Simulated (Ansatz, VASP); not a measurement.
Two plane-wave programs on Al

```
CELL_PARAMETERS angstrom
0.00000 2.01996 2.01996
2.01996 0.00000 2.01996
2.01996 2.01996 0.00000
ATOMIC_POSITIONS crystal
Al 0.00000 0.00000 0.00000
```

Alike in both runs: task single point; functional PBE; k mesh 13 × 13 × 13; occupations methfessel-paxton of order 1, width 0.03 eV; no spin polarisation.

|  | VASP | Ansatz |
| --- | --- | --- |
| version | VASP 6.6.1 | Ansatz 0.2.0 |
| potentials or method | VASP PAW PBE potentials, release 64 (Al) | plane waves (420 eV) with PAW, scalar-relativistic |
| plane-wave cutoff (eV) | 520 | 420 |
| valence electrons in the cell | 3 | 3 |

```tsv
	VASP	Ansatz	Ansatz less VASP
pressure (GPa)	0.1	0.1	+0.04
```
